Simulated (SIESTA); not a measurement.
Runs of SIESTA 5.4.2 on Mo. It takes space group Im-3m (No. 229, cubic). The conventional cell has a = 3.168 Å, b = 3.168 Å, c = 3.168 Å, α = 90.00°, β = 90.00°, γ = 90.00°. Mo (site symmetry m-3m) has 8 Mo at 2.74 Å as nearest neighbours. 

```tsv
task	level	potentials or basis	energy shift	gap on the mesh (eV)	pressure (GPa)	V0 of scaled cells (Å³/atom)	B0 (GPa)
equation of state	PBE	PseudoDojo 0.4 standard (PBE files), DZP (energy shift 0.003 Ry; two zetas on semicore shells)	0.003 Ry	-	-	15.95	265
band structure	vdW-DF-cx	PseudoDojo 0.4 standard (PBE files), DZP (energy shift 0.002 Ry)	0.002 Ry	none	-7.4	-	-
equation of state	PBEsol	PseudoDojo 0.4 standard (PBEsol files), DZP (energy shift 0.003 Ry; two zetas on semicore shells)	0.003 Ry	-	-	15.51	286
band structure	PBEsol	PseudoDojo 0.4 standard (PBEsol files), DZP (energy shift 0.003 Ry; two zetas on semicore shells)	0.003 Ry	none	(a)	-	-
single point	PBE	PseudoDojo 0.4 standard (PBE files), DZP (energy shift 0.002 Ry)	0.002 Ry	none	-0.5	-	-
equation of state	PBE	PseudoDojo 0.4 standard (PBE files), TZDP (energy shift 0.002 Ry)	0.002 Ry	-	-	(b)	262
band structure	PBE	PseudoDojo 0.4 standard (PBE files), DZ (energy shift 0.002 Ry)	0.002 Ry	none	-2.0	-	-
band structure	LDA	PseudoDojo 0.4 standard (LDA files), DZP (energy shift 0.003 Ry; two zetas on semicore shells)	0.003 Ry	none	(c)	-	-
```

Alike in all rows: no spin polarisation; cell as given; k mesh 12 × 12 × 12; smearing fermi-dirac 0.05 eV; grid cutoff 800 Ry.

Task: Estimate the missing entries.

Result: (a) -6.6; (b) 15.82; (c) -11.1.

Caveats: the basis of atomic orbitals isn't converged, which shifts pressures, moduli and gaps; semicore shells carry a single zeta, which can move pressures by several GPa and volumes by a few percent (some runs); the potentials were made for another functional, which shifts forces and pressure (some runs); the basis has no polarisation orbitals (some runs).

A k mesh can miss the band edges, and the runs leave out spin-orbit coupling on Mo.

A gap of «none» marks a metal or a gap under the smearing width.

Not every run made on this cell is shown here.
